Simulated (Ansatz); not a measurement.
# TiSi2 (Fddd) in Ansatz: equation of state

Aim: energy against volume of TiSi2 in PBE, for its equilibrium volume and stiffness.

Program: Ansatz 0.2.0. These are calculated values, not measurements. Logs are shortened: lines on timing, memory, paths and dates and some standing lists are left out, and cuts for length are marked.

### 1 The structure

Symmetry: Fddd, No. 70, orthorhombic system. Conventional cell: a = 4.779 Å, b = 8.235 Å, c = 8.526 Å, α = 90.00°, β = 90.00°, γ = 90.00°. Ti (site symmetry 222) has 10 Si at 2.55 to 2.78 Å as nearest neighbours. Si (site symmetry 2) is surrounded by 5 Si at 2.52 to 2.79 Å and 5 Ti at 2.55 to 2.78 Å.

The cell is a database's computed one.

### 2 Equation of state, PBE

Potentials or basis: all-electron LAPW, scalar-relativistic.

This step only gathers the single runs of the series.

Results:

| Property | Result |
| --- | --- |
| Equilibrium volume | 14.18 Å³/atom |
| Bulk modulus at fixed shape and positions | 143 GPa |
| Pressure derivative of the bulk modulus | 4.3 |

Energy against volume, from the lowest point:
```
volume (Å³/atom)  energy (meV/atom)
          13.142              38.48
          13.421              19.65
          13.701               7.39
          13.981               1.03
          14.260               0.00
          14.540               3.76
          14.820              11.84
```

Caveat: the cell was scaled at fixed shape and fractional positions, which overstates the stiffness of a crystal with free parameters, most of all of layers and chains.
